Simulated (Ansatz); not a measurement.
# EuO: the cost of one run

Method: DFT r²SCAN without U, plane waves, PAW, no spin–orbit coupling unless a run says so, in Ansatz 0.2.0.

1 further run of the same task is left out (it didn't finish).

## (1) Starting point

Symmetry: Fm-3m, No. 225, cubic system. The conventional cell has a = 5.144 Å, b = 5.144 Å, c = 5.144 Å, α = 90.00°, β = 90.00°, γ = 90.00°. Eu (site symmetry m-3m) is surrounded by 6 O at 2.57 Å. O (site symmetry m-3m) is surrounded by 6 Eu at 2.57 Å.

Coordinates:

```xyz
4
Lattice="0.0000 2.5720 2.5720 2.5720 0.0000 2.5720 5.1439 5.1439 0.0000" Properties=species:S:1:pos:R:3 pbc="T T T"
Eu    2.5720    2.5720    2.5720
O     0.0000    0.0000    0.0000
Eu    5.1439    5.1439    2.5720
O     2.5720    2.5720    0.0000
```

Magnetic order typed: antiferromagnetic, doubled cell 0 0 1/2.

An earlier series on this cell reached its lowest free state from «natural orbitals of the symmetric run, filled by rank», perhaps among other starts.

## (2) From atoms, default search

input.yaml

```yaml
crystal:
  lattice:
    - [0.0, 2.57195197, 2.57195197]
    - [2.57195197, 0.0, 2.57195197]
    - [5.14390394, 5.14390394, 0.0]
  atoms:
    - { symbol: Eu, position: [0.5, 0.5, 0.25], spin: 7.0 }
    - { symbol: O, position: [0.0, 0.0, 0.0] }
    - { symbol: Eu, position: [0.5, 0.5, 0.75], spin: -7.0 }
    - { symbol: O, position: [0.0, 0.0, 0.5] }
basis:
  ecutwfc: 500
  ecutrho_ratio: 4
kpoints:
  mp_grid: { grid: [6, 6, 6] }
hamiltonian:
  xc: r2scan
scf:
  occupations: { method: gaussian, width: 0.05 }
output:
  forces: true
  stress: true
  eigenvalues: true
  populations: true
  hubbard: { sites: [{ site: 0, l: f }, { site: 2, l: f }] }
  write_density: true
  write_potential: true
  elf: true
  volumetric_format: npy
magnetization:
  spin_polarized: true
```

The run is started by

```bash
$ ansatz run input.yaml --threads 4 --pin off --max-ram 6144MiB --backend cpu --events-out ev --progress --plain --runs-dir out
```

What time and memory should one allow on 4 threads of Arm Neoverse V2, shared host?

About 7.8 s, with a peak of 0.69 GiB.
